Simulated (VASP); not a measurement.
# BaTe (P4/mmm) in VASP: a series of runs

The runs below take BaTe through single point, with PBE, r2SCAN.

All numbers are computed with VASP 6.6.1; they aren't measurements. Logs are shortened: lines on timing, memory, paths and dates and some standing lists are left out, and cuts for length are marked.

### Step 1. The cell of the first run

The structure is tetragonal, space group P4/mmm (No. 123). Conventional cell: a = 4.245 Å, b = 4.245 Å, c = 4.260 Å, α = 90.00°, β = 90.00°, γ = 90.00°. Ba (site symmetry 4/mmm) is surrounded by 8 Te at 3.68 Å. Te (site symmetry 4/mmm) has 8 Ba at 3.68 Å as nearest neighbours.

The cell was built by a generator and needn't be a form met in nature.

### Step 2. Single point, PBE (uniaxial_x strain +0.3%)

File INCAR:

```
PREC     = Accurate       # precision mode
ENCUT    = 520            # plane-wave cutoff, eV
EDIFF    = 1E-6           # SCF threshold, eV
ISMEAR   = -1             # smearing method
SIGMA    = 0.02           # smearing width, eV
LREAL    = False          # projectors in reciprocal space
LASPH    = True           # aspherical terms in the spheres
NELM     = 80             # most SCF steps
ALGO     = Normal         # electronic algorithm
ISIF     = 2              # what is computed and relaxed
LWAVE    = False          # write WAVECAR
LCHARG   = False          # write CHGCAR
GGA      = PE             # functional
NBANDS   = 15             # bands
```

File KPOINTS:

```
regular mesh
0
Gamma
  6 6 6
```

File POSCAR:

```
BaTe
1.0
    4.2596750204      0.0000000000      0.0000000000
    0.0000000000      4.2448181569      0.0000000000
    0.0000000000      0.0000000000      4.2448181569
Ba Te
1 1
Direct
    0.0000000000      0.0000000000      0.0000000000
    0.5000000000      0.5000000000      0.5000000000
```

Potentials or basis: VASP PAW PBE potentials, release 64 (Ba_sv, Te).

Run with:

```console
> cat potpaw_PBE.64/Ba_sv/POTCAR potpaw_PBE.64/Te/POTCAR > POTCAR
> mpirun -np 1 vasp_std > vasp.out
```

OUTCAR:

```text
PREC = Accurate
   ENCUT = 520
   EDIFF = 1E-6
   ISMEAR = -1
   LREAL = False
   LASPH = True
   NELM = 80
   ISIF = 2
   GGA = PE

 ion  position               nearest neighbor table
   1  0.000  0.000  0.000-   2 3.68   2 3.68   2 3.68   2 3.68   2 3.68   2 3.68   2 3.68   2 3.68

   2  0.500  0.500  0.500-   1 3.68   1 3.68   1 3.68   1 3.68   1 3.68   1 3.68   1 3.68   1 3.68

  LATTYP: Found a simple tetragonal cell.
 ALAT       =     4.2448181569
 C/A-ratio  =     1.0035000000

  Lattice vectors:

 A1 = (   0.0000000000,   4.2448181569,   0.0000000000)
 A2 = (   0.0000000000,   0.0000000000,   4.2448181569)
 A3 = (   4.2596750204,   0.0000000000,   0.0000000000)

Analysis of symmetry for initial positions (statically):
=====================================================================
 Subroutine PRICEL returns:
 Original cell was already a primitive cell.

 Routine SETGRP: Setting up the symmetry group for a
 simple tetragonal supercell.

 Subroutine GETGRP returns: Found 16 space group operations
 (whereof 16 operations were pure point group operations)
 out of a pool of 16 trial point group operations.

The static configuration has the point symmetry D_4h.

Analysis of symmetry for dynamics (positions and initial velocities):
=====================================================================
 Subroutine PRICEL returns:
 Original cell was already a primitive cell.

 Routine SETGRP: Setting up the symmetry group for a
 simple tetragonal supercell.

 Subroutine GETGRP returns: Found 16 space group operations
 (whereof 16 operations were pure point group operations)
 out of a pool of 16 trial point group operations.

The dynamic configuration has the point symmetry D_4h.

 Subroutine INISYM returns: Found 16 space group operations
 (whereof 16 operations are pure point group operations),
 and found     1 'primitive' translations

----------------------------------------------------------------------------------------

                                     Primitive cell

  volume of cell :      76.7529

  direct lattice vectors                    reciprocal lattice vectors
     4.259675020  0.000000000  0.000000000     0.234759693  0.000000000  0.000000000
     0.000000000  4.244818157  0.000000000     0.000000000  0.235581352  0.000000000
     0.000000000  0.000000000  4.244818157     0.000000000  0.000000000  0.235581352

  length of vectors
     4.259675020  4.244818157  4.244818157     0.234759693  0.235581352  0.235581352

  position of ions in fractional coordinates (direct lattice)
     0.000000000  0.000000000  0.000000000
     0.500000000  0.500000000  0.500000000

  ion indices of the primitive-cell ions
   primitive index   ion index
                 1           1
                 2           2

----------------------------------------------------------------------------------------

 KPOINTS: regular mesh

Automatic generation of k-mesh.
 Grid dimensions read from file:
 generate k-points for:    6    6    6

 Generating k-lattice:

  Cartesian coordinates                     Fractional coordinates (reciprocal lattice)
     0.039126615  0.000000000  0.000000000     0.166666667  0.000000000  0.000000000
     0.000000000  0.039263559  0.000000000     0.000000000  0.166666667  0.000000000
     0.000000000  0.000000000  0.039263559     0.000000000  0.000000000  0.166666667

  Length of vectors
     0.039126615  0.039263559  0.039263559

  Shift w.r.t. Gamma in fractional coordinates (k-lattice)
     0.000000000  0.000000000  0.000000000

 Subroutine IBZKPT returns following result:
 ===========================================

 Found     40 irreducible k-points:

 Following reciprocal coordinates:
            Coordinates               Weight
  0.000000  0.000000  0.000000      1.000000
  0.166667  0.000000  0.000000      2.000000
  0.333333  0.000000  0.000000      2.000000
  0.500000  0.000000  0.000000      1.000000
  0.000000  0.166667  0.000000      4.000000
  0.166667  0.166667  0.000000      8.000000
[... 16 lines left out ...]
  0.333333  0.333333  0.166667     16.000000
  0.500000  0.333333  0.166667      8.000000
 [... further k-points ...]
   k-points           NKPTS =     40   k-points in BZ     NKDIM =     40   number of bands    NBANDS=     15
   number of dos      NEDOS =    301   number of ions     NIONS =      2
   total plane-waves  NPLWV =  32768
   dimension x,y,z NGX =    32 NGY =   32 NGZ =   32
   dimension x,y,z NGXF=    64 NGYF=   64 NGZF=   64
   ions per type =               1   1
   NGX,Y,Z   is equivalent  to a cutoff of  12.49, 12.53, 12.53 a.u.
   NGXF,Y,Z  is equivalent  to a cutoff of  24.98, 25.07, 25.07 a.u.
 SYSTEM =  unknown system
   PREC   = accura    normal or accurate (medium, high low for compatibility)
   ISTART =      0    job   : 0-new  1-cont  2-samecut
   ICHARG =      2    charge: 1-file 2-atom 10-const
   ISPIN  =      1    spin polarized calculation?
   LNONCOLLINEAR =      F non collinear calculations
   LSORBIT =      F    spin-orbit coupling
   LASPH  =      T    aspherical Exc in radial PAW
   ENCUT  =  520.0 eV  38.22 Ry    6.18 a.u.   7.92  7.89  7.89*2*pi/ulx,y,z
   NELM   =     80;   NELMIN=  2; NELMDL= -5     # of ELM steps
   EDIFF  = 0.1E-05   stopping-criterion for ELM
   LREAL  =      F    real-space projection
   EDIFFG = 0.1E-04   stopping-criterion for IOM
   NSW    =      0    number of steps for IOM
   IBRION =     -1    ionic relax: 0-MD 1-quasi-New 2-CG
   NFREE  =      0    steps in history (QN), initial steepest desc. (CG)
   ISIF   =      2    stress and relaxation
   ISYM   =      2    0-nonsym 1-usesym 2-fastsym
   POTIM  = 0.5000    time-step for ionic-motion
   TEBEG  =    0.0;   TEEND  =   0.0 temperature during run
   PSTRESS=    0.0 pullay stress
   NELECT =      16.0000    total number of electrons
   NUPDOWN=      -1.0000    fix difference up-down
   EMIN   =  10.00;   EMAX   =-10.00  energy-range for DOS
   EFERMI =   0.00;   METHOD = LEGACY
   ISMEAR =    -1;   SIGMA  =   0.02  broadening in eV -4-tet -1-fermi 0-gaus
   EFERMI_NEDOS =   21; number of points for ismear=-14 and -15
   IALGO  =     38    algorithm
   IMIX   =      4    mixing-type and parameters
     AMIX     =   0.40;   BMIX     =  1.00
     AMIX_MAG =   1.60;   BMIX_MAG =  1.00
  volume/ion in A,a.u.               =      38.38       258.98
  Fermi-wavevector in a.u.,A,eV,Ry     =   0.970696  1.834350 12.820102  0.942251
  Thomas-Fermi vector in A             =   2.100852
   LORBIT       =      0    0 simple, 1 ext, 2 COOP (PROOUT), +10 PAW based schemes
   GGA     = PE    functional components
   LHFCALC =     F    Hartree Fock is set to
   AEXX    =    0.0000 exact exchange contribution
   IVDW    =     0    specifies the selected vdW correction
   LEPSILON=     F    determine dielectric tensor
   LRPA    =     F    only Hartree local field effects (RPA)
 non-spin polarized calculation
  energy-cutoff  :      520.00
  volume of cell :       76.75
 maximum number of plane-waves:      2103
 NGX is ok and might be reduce to    32
   NGX = 15   NGY = 15   NGZ = 15

 number of electron      15.9999999 magnetization

 Free energy of the ion-electron system (eV)
  ---------------------------------------------------
  ext. energy  EPLUGINS =         0.00000000
  ---------------------------------------------------
  free energy    TOTEN  =        -8.28759604 eV

  energy without entropy =       -8.28759604  energy(sigma->0) =       -8.28759604

 E-fermi :   4.2682     XC(G=0):  -8.8202

 val. band max:        3.8887675021   @ k =   0.5000   0.5000   0.0000
 cond. band min:       4.6411247636   @ k =   0.0000   0.0000   0.0000
 fundamental gap:      0.7523572615
 Fermi energy:         4.2681701321

 k-point     1 :       0.0000    0.0000    0.0000
  band No.  band energies     occupation
      1     -24.2372      2.00000
      2      -9.2717      2.00000
      3      -9.2689      2.00000
      4      -9.2689      2.00000
      5      -6.5182      2.00000
      6       3.4821      2.00000
      7       3.5125      2.00000
      8       3.5125      2.00000
      9       4.6411      0.00000
     10       4.6444      0.00000
     11       6.2891      0.00000
     12       8.4231      0.00000
     13       8.4231      0.00000
     14       8.4464      0.00000
     15      12.3183      0.00000

 k-point     2 :       0.1667    0.0000    0.0000
  band No.  band energies     occupation
      1     -24.2307      2.00000
      2      -9.4297      2.00000
      3      -9.2563      2.00000
      4      -9.2563      2.00000
      5      -6.3251      2.00000
      6       2.3025      2.00000
      7       3.3819      2.00000
      8       3.3819      2.00000
      9       4.7976      0.00000
     10       5.5017      0.00000
     11       7.3030      0.00000
     12       8.5336      0.00000
     13       8.5441      0.00000
     14       8.5441      0.00000
     15      10.9149      0.00000

 k-point     3 :       0.3333    0.0000    0.0000
  band No.  band energies     occupation
      1     -24.2175      2.00000
      2      -9.7060      2.00000
      3      -9.2310      2.00000
      4      -9.2310      2.00000
      5      -5.9494      2.00000
      6       0.9873      2.00000
      7       3.1287      2.00000
      8       3.1287      2.00000
      9       5.1794      0.00000
     10       7.1195      0.00000
     11       8.7079      0.00000
     12       8.7277      0.00000
     13       8.9823      0.00000
     14       8.9823      0.00000
     15       9.3748      0.00000
[... 343 lines left out ...]
 k-point    23 :       0.3333    0.3333    0.1667
  band No.  band energies     occupation
      1     -24.1915      2.00000
      2      -9.5820      2.00000
      3      -9.5216      2.00000
      4      -9.3025      2.00000
      5      -5.8642      2.00000
      6       1.5464      2.00000
      7       1.8462      2.00000
      8       2.7465      2.00000
      9       6.0120      0.00000
     10       7.0295      0.00000
     11       7.0791      0.00000
     12       8.3440      0.00000
     13       8.7351      0.00000
     14      10.0527      0.00000
     15      11.8890      0.00000

 k-point    24 :       0.5000    0.3333    0.1667
  band No.  band energies     occupation
      1     -24.1853      2.00000
      2      -9.6477      2.00000
      3      -9.5158      2.00000
      4      -9.2884      2.00000
      5      -5.8483      2.00000
      6       1.3694      2.00000
      7       1.7762      2.00000
      8       2.8874      2.00000
      9       5.7513      0.00000
     10       6.8732      0.00000
     11       7.0036      0.00000
     12       8.6014      0.00000
     13       9.3216      0.00000
     14      10.5599      0.00000
     15      11.2717      0.00000

 [... further k-points ...]

------------------------ aborting loop because EDIFF is reached ----------------------------------------

  FORCE on cell =-STRESS in cart. coord.  units (eV):
  Direction    XX          YY          ZZ          XY          YZ          ZX
  --------------------------------------------------------------------------------------
  -------------------------------------------------------------------------------------
  Total        0.0833102      0.2041813      0.2041813      0.0000000      0.0000000      0.0000000
  in kB        1.7390588      4.2621808      4.2621808      0.0000000      0.0000000      0.0000000
  external PRESSURE =       3.4211401 kB  Pullay stress =       0.0000000 kB

 VOLUME and BASIS-vectors are now :
 -----------------------------------------------------------------------------
  energy-cutoff  :      520.00
  volume of cell :       76.75
      direct lattice vectors                 reciprocal lattice vectors
     4.259675020  0.000000000  0.000000000     0.234759693  0.000000000  0.000000000
     0.000000000  4.244818157  0.000000000     0.000000000  0.235581352  0.000000000
     0.000000000  0.000000000  4.244818157     0.000000000  0.000000000  0.235581352

 POSITION                                       TOTAL-FORCE (eV/Angst)
 -----------------------------------------------------------------------------------
      0.00000      0.00000      0.00000         0.000000      0.000000      0.000000
      2.12984      2.12241      2.12241         0.000000      0.000000      0.000000
 -----------------------------------------------------------------------------------
    total drift:                                0.000000      0.000000     -0.000000

  FREE ENERGIE OF THE ION-ELECTRON SYSTEM (eV)
  ---------------------------------------------------
  free  energy   TOTEN  =        -8.2875960433 eV

  energy  without entropy=       -8.2875960432  energy(sigma->0) =       -8.28759604
```

Run time: 22 s. Hardware: 1 thread of Intel Xeon Platinum 8488C (Sapphire Rapids), shared host; peak memory 0.2 GiB.

What came out:

| Property | Result |
| --- | --- |
| Free energy | -8.2876 eV |
| Pressure | 0.3 GPa |
| Band gap on the k mesh | 0.75 eV, indirect (least direct gap 0.96 eV) |

Stress tensor (GPa, compression positive):
```
0.17 0.00 0.00
0.00 0.43 0.00
0.00 0.00 0.43
```

Caveat: spin-orbit coupling is left out, which moves the levels of the heavy elements. A k mesh can miss the band edges.

### Step 3. Single point, r2SCAN (uniaxial_z strain -5.0%)

File POSCAR:

```
BaTe
1.0
    4.2448181569      0.0000000000      0.0000000000
    0.0000000000      4.2448181569      0.0000000000
    0.0000000000      0.0000000000      4.0330017309
Ba Te
1 1
Direct
    0.0000000000      0.0000000000      0.0000000000
    0.5000000000      0.5000000000      0.5000000000
```

File INCAR.step1:

```
SYSTEM = BaTe
ALGO = Normal ; EDIFF = 1E-4
ENCUT = 520 ; GGA = PE
ISMEAR = 0 ; LASPH = .TRUE.
LCHARG = .FALSE. ; LREAL = .FALSE.
LWAVE = .TRUE. ; NBANDS = 15
NELM = 100 ; PREC = Accurate
SIGMA = 0.01
```

File INCAR.step2:

```
SYSTEM = BaTe
ALGO = Normal ; EDIFF = 1E-6
ENCUT = 520 ; ISIF = 2
ISMEAR = 0 ; ISTART = 1
LASPH = .TRUE. ; LCHARG = .TRUE.
LELF = .TRUE. ; LMIXTAU = .TRUE.
LREAL = .FALSE. ; LVHAR = .TRUE.
LWAVE = .FALSE. ; METAGGA = R2SCAN
NBANDS = 15 ; NELM = 100
PREC = Accurate ; SIGMA = 0.01
```

File KPOINTS:

```
k-points
0
G
  6 6 6
  0 0 0
```

Potentials or basis: VASP PAW PBE potentials, release 64 (Ba_sv, Te).

Run with:

```console
> cat potpaw_PBE.64/Ba_sv/POTCAR potpaw_PBE.64/Te/POTCAR > POTCAR
> cp INCAR.step1 INCAR
> mpirun -np 1 vasp_std > vasp.out
> cp INCAR.step2 INCAR
> mpirun -np 1 vasp_std > vasp.out
```

It took 83 s on 1 thread of Intel Xeon Platinum 8488C (Sapphire Rapids), shared host; peak memory 0.2 GiB.

It converged, with:

- Free energy: -55.6082 eV
- Pressure: 2.5 GPa
- Band gap on the k mesh: 0.61 eV, indirect (least direct gap 0.88 eV)

Stress tensor (GPa, compression positive):
```
1.08 0.00 0.00
0.00 1.08 0.00
0.00 0.00 5.32
```

Levels at points of the mesh, in eV from the valence-band top:
```
           k point  band 6  band 7  band 8  band 9  band 10  band 11
(0.00, 0.00, 0.00)   -0.85   -0.85   -0.35    0.61     0.66     3.24
(0.50, 0.00, 0.00)   -3.94   -1.51   -0.88    1.46     4.89     5.08
(0.50, 0.50, 0.00)   -2.51   -2.51    0.00    0.88     3.21     3.32
(0.00, 0.00, 0.50)   -3.94   -1.39   -1.39    1.68     4.85     5.15
(0.50, 0.00, 0.50)   -2.61   -2.41   -0.45    1.08     2.58     2.70
(0.50, 0.50, 0.50)   -3.56   -3.51   -3.51    5.05     5.05     5.38
```

Caveat: the PAW data sets were made with another functional, which shifts forces and pressure a little; spin-orbit coupling is left out, which moves the levels of the heavy elements. A k mesh can miss the band edges.

### Step 4. Single point, PBE (uniaxial_z strain -5.0%)

INCAR: that of step 2 with these lines changed.

```diff
@@ -2,3 +2,3 @@
 ENCUT    = 520            # plane-wave cutoff, eV
-EDIFF    = 1E-6           # SCF threshold, eV
+EDIFF    = 1E-7           # SCF threshold, eV
 ISMEAR   = -1             # smearing method
@@ -11,4 +11,6 @@
 LWAVE    = False          # write WAVECAR
-LCHARG   = False          # write CHGCAR
+LCHARG   = True           # write CHGCAR
 GGA      = PE             # functional
+LELF     = True           # ELF
+LVHAR    = True         
 NBANDS   = 15             # bands
```

File KPOINTS:

```
Automatic mesh
0
Gamma
  6 6 6
```

POSCAR is that of step 3.

Run with:

```console
> cat potpaw_PBE.64/Ba_sv/POTCAR potpaw_PBE.64/Te/POTCAR > POTCAR
> mpirun -np 1 vasp_std > vasp.out
```

Wall time 32 s (1 thread of Intel Xeon Platinum 8488C (Sapphire Rapids), shared host); peak memory 0.2 GiB.

It converged, with:

```
Free energy            : -8.2232 eV
Pressure               : 2.4 GPa
Band gap on the k mesh : 0.29 eV, indirect (least direct gap 0.49 eV)
```

Stress tensor (GPa, compression positive):
```
1.07 0.00 0.00
0.00 1.07 0.00
0.00 0.00 5.06
```

Levels at points of the mesh, in eV from the valence-band top:
| k point | band 5 | band 6 | band 7 | band 8 | band 9 | band 10 | band 11 | band 12 |
| --- | --- | --- | --- | --- | --- | --- | --- | --- |
| (0.00, 0.00, 0.00) | -10.88 | -0.83 | -0.83 | -0.34 | 0.29 | 0.32 | 2.45 | 4.11 |
| (0.50, 0.00, 0.00) | -9.98 | -3.92 | -1.49 | -0.89 | 1.10 | 4.40 | 4.67 | 4.88 |
| (0.50, 0.50, 0.00) | -10.34 | -2.44 | -2.44 | 0.00 | 0.49 | 2.67 | 2.92 | 2.92 |
| (0.00, 0.00, 0.50) | -9.92 | -3.92 | -1.38 | -1.38 | 1.31 | 4.39 | 4.66 | 5.02 |
| (0.50, 0.00, 0.50) | -10.21 | -2.55 | -2.35 | -0.42 | 0.69 | 2.08 | 2.32 | 2.56 |
| (0.50, 0.50, 0.50) | -9.80 | -3.49 | -3.45 | -3.45 | 4.56 | 4.56 | 4.86 | 6.18 |

Caveat: spin-orbit coupling is left out, which moves the levels of the heavy elements. A k mesh can miss the band edges.

### Step 5. Single point, PBE (shear_111 strain -5.4%)

File INCAR:

```
PREC = Accurate
ENCUT = 520
EDIFF = 1E-6
ISMEAR = -1
SIGMA = 0.02
LREAL = F
LASPH = T
NELM = 100
ALGO = Normal
ISIF = 2
LWAVE = F
LCHARG = F
GGA = PE
NBANDS = 15
```

KPOINTS is that of step 4.

File POSCAR:

```
BaTe
1.0
    4.1689774058     -0.0758407511     -0.0758407511
   -0.0758407511      4.1689774058     -0.0758407511
   -0.0758407511     -0.0758407511      4.1689774058
Ba Te
1 1
Direct
    0.0000000000      0.0000000000      0.0000000000
    0.5000000000      0.5000000000      0.5000000000
```

Run with:

```console
> cat potpaw_PBE.64/Ba_sv/POTCAR potpaw_PBE.64/Te/POTCAR > POTCAR
> mpirun -np 1 vasp_std > vasp.out
```

Run time: 19 s. Hardware: 1 thread of Intel Xeon Platinum 8488C (Sapphire Rapids), shared host; peak memory 0.19 GiB.

The run converged. Its results:

| Property | Result |
| --- | --- |
| Free energy | -8.2350 eV |
| Pressure | 2.7 GPa |
| Band gap on the k mesh | 0.63 eV, indirect (least direct gap 0.92 eV) |

Stress tensor (GPa, compression positive):
```
2.75 0.65 0.65
0.65 2.75 0.65
0.65 0.65 2.75
```

Levels at points of the mesh, in eV from the valence-band top:
```csv
k point,band 5,band 6,band 7,band 8,band 9,band 10,band 11,band 12
"(0.00, 0.00, 0.00)",-10.59,-0.37,-0.37,-0.36,0.63,0.63,2.70,4.57
"(0.50, 0.00, 0.00)",-9.64,-3.62,-1.13,-0.84,1.54,4.77,4.92,5.26
"(0.50, 0.50, 0.00)",-9.98,-2.22,-2.05,0.00,0.92,2.50,2.90,3.08
"(0.50, 0.50, 0.50)",-9.51,-3.19,-3.19,-3.16,4.79,4.79,5.41,6.50
```

Caveat: spin-orbit coupling is left out, which moves the levels of the heavy elements. A k mesh can miss the band edges.

### Step 6. The runs side by side

```tsv
level	cell	smearing	gap on the mesh (eV)	pressure (GPa)
PBE	uniaxial_x strain +0.3%	fermi-dirac 0.02 eV	0.75	0.3
r2SCAN	uniaxial_z strain -5.0%	gaussian 0.01 eV	0.61	2.5
PBE	uniaxial_z strain -5.0%	fermi-dirac 0.02 eV	0.29	2.4
PBE	shear_111 strain -5.4%	fermi-dirac 0.02 eV	0.63	2.7
```

Alike in all rows: task single point; potentials or basis VASP PAW PBE potentials, release 64 (Ba_sv, Te); no spin polarisation; k mesh 6 × 6 × 6; cutoff (eV) 520.

Caveats: spin-orbit coupling is left out, which moves the levels of the heavy elements; the PAW data sets were made with another functional, which shifts forces and pressure a little (some runs).

Total energies depend on the potentials used, so only differences within one code and one set of settings carry meaning.
